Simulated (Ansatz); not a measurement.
Runs of Ansatz 0.2.0 on BaTiO3. The structure is tetragonal, space group P4mm (No. 99). The conventional cell has a = 4.000 Å, b = 4.000 Å, c = 4.018 Å, α = 90.00°, β = 90.00°, γ = 90.00°. Around Ba (site symmetry 4mm) lie 12 O at 2.79 to 2.88 Å. Ti (site symmetry 4mm) has 6 O at 1.89 to 2.13 Å as nearest neighbours. O (site symmetry 2mm) is surrounded by 2 Ti at 2.00 Å. O (site symmetry 4mm) is surrounded by 2 Ti at 1.89 to 2.13 Å. 

```csv
task,level,cell,points for each segment of the path,gap on the mesh (eV),pressure (GPa),relaxed volume (Å³/atom),largest force (eV/Å)
relaxation of cell and atoms,revPBE+D4,relaxed,-,1.99,0.0,13.10,0.01
relaxation of cell and atoms,PBEsol+D4,relaxed,-,(a),0.0,12.49,-
band structure,revPBE,as given,14,1.96,5.5,-,0.30
relaxation of cell and atoms,PBEsol+D3(BJ),relaxed,-,(b),0.0,12.33,-
relaxation of cell and atoms,revPBE+D3(BJ),relaxed,-,1.99,0.0,(c),-
band structure,BLYP,as given,14,1.96,8.0,-,0.27
relaxation of cell and atoms,revPBE,relaxed,-,1.95,0.0,13.86,-
```

Alike in all rows: potentials or basis Ansatz PAW; no spin polarisation; k mesh 7 × 7 × 7; cutoff (eV) 420; smearing fermi-dirac 0.05 eV.

Task: Estimate the missing entries.

Result: (a) 1.97; (b) 1.98; (c) 12.94.

Caveats: spin-orbit coupling is left out, which moves the levels of the heavy elements; the PAW data sets come from PBE, with cores solved anew for the run's functional, which leaves a small shift of forces and pressure; odd divisions of the mesh miss points on the zone boundary, where band edges often lie, so the gap on the mesh can be too wide (some runs); the plane-wave basis is chosen anew once the cell has moved, so the energies of steps on either side of that aren't comparable (some runs); the k mesh misses the band edges, so the gap on the mesh is wider than the one along the path (some runs).

A k mesh can miss the band edges, and the runs leave out spin-orbit coupling on Ba.
